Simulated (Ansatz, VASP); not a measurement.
**KCl in VASP and in Ansatz**

```xyz
2
Lattice="0.0000 3.1445 3.1445 3.1445 0.0000 3.1445 3.1445 3.1445 0.0000" Properties=species:S:1:pos:R:3 pbc="T T T"
K     0.0000    0.0000    0.0000
Cl    3.1445    3.1445    3.1445
```

Alike in both runs: functional r2SCAN; k mesh 6 × 6 × 6; occupations gaussian, width 0.02 eV; no spin polarisation.

Ansatz relaxed the structure, and its values are those at the end. VASP's run is a single point on that final structure, the one shown.

```csv
,VASP,Ansatz
version,VASP 6.6.1,Ansatz 0.2.0
potentials or method,"VASP PAW PBE potentials, release 64 (K_sv, Cl)","scalar-relativistic, plane waves, PAW"
plane-wave cutoff (eV),520,500
valence electrons in the cell,16,16
```

Ansatz gave:

| Quantity | Value |
| --- | --- |
| gap on the k mesh at the Fermi level (eV) | 5.83 |
| least direct gap on the mesh (eV) | 5.83 |
| pressure (GPa) | 0.0 |

Q: Which values does VASP return?

A: gap on the k mesh at the Fermi level (eV): 5.84; least direct gap on the mesh (eV): 5.84; pressure (GPa): 0.0.

Caveats: the PAW data sets were made with another functional, which shifts forces and pressure a little (VASP). r2SCAN opens gaps a little over a GGA but as a rule still falls short of measured ones.
